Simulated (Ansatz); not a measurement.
## Pt under compression and expansion

Space group Fm-3m (No. 225). a = 3.943 Å, b = 3.943 Å, c = 3.943 Å, α = 90.00°, β = 90.00°, γ = 90.00°
```tsv
atom	site	symmetry	x	y	z
Pt	4a	m-3m	0.0000	0.0000	0.0000
```

The runs use the primitive cell with vectors (0.000, 1.972, 1.972), (1.972, 0.000, 1.972), (1.972, 1.972, 0.000) Å, to which the k mesh refers.

Structure from Materials Project entry mp-126 (possibly hypothetical), not relaxed further.

No spin–orbit coupling, which matters for the heavy atoms here.

Levels of theory: DFT, LDA, all-electron LAPW, scalar-relativistic (Ansatz 0.2.0); DFT, LDA, PAW with Ansatz's default frozen-core files, scalar-relativistic (Ansatz 0.2.0).

For LAPW: a Γ-centred 16×16×16 k mesh, Fermi–Dirac smearing of 0.05 eV, basis error target 0.25 meV/atom, no spin polarisation. PAW takes a cutoff of 420 eV at this cell (files made with PBE, cores remade for this functional). The Ansatz runs share mesh, smearing and spin set-up. Plane-wave (PAW) pressures include the program's estimate of the Pulay term.

The cell above is scaled evenly, with fractional coordinates and shape held.

```
V/V(cell)  V (Å³/atom)  P, LAPW (GPa)  P, PAW (GPa)  free energy over the lowest listed, PAW (meV/atom)
   0.9405       14.415           7.72          7.72                                                 3.8
   0.9800       15.021          -5.15         -5.16                                                 0.0
   1.0000       15.327         -10.50        -10.50                                                15.1
   1.0200       15.634         -15.17        -15.17                                                39.8
   1.0600       16.247         -22.82        -22.81                                               113.1
```

**Question.** What do Birch–Murnaghan fits to the pressures give?

**Answer.** LAPW: V0 = 14.76 Å³/atom, B0 = 308 GPa, B0′ = 5.4; PAW: V0 = 14.76 Å³/atom, B0 = 308 GPa, B0′ = 5.4.

PAW's V0 lies 0.00 % from the all-electron value and its B0 0.0 %. Symmetry fixes shape and coordinates here, so this is the relaxed modulus.
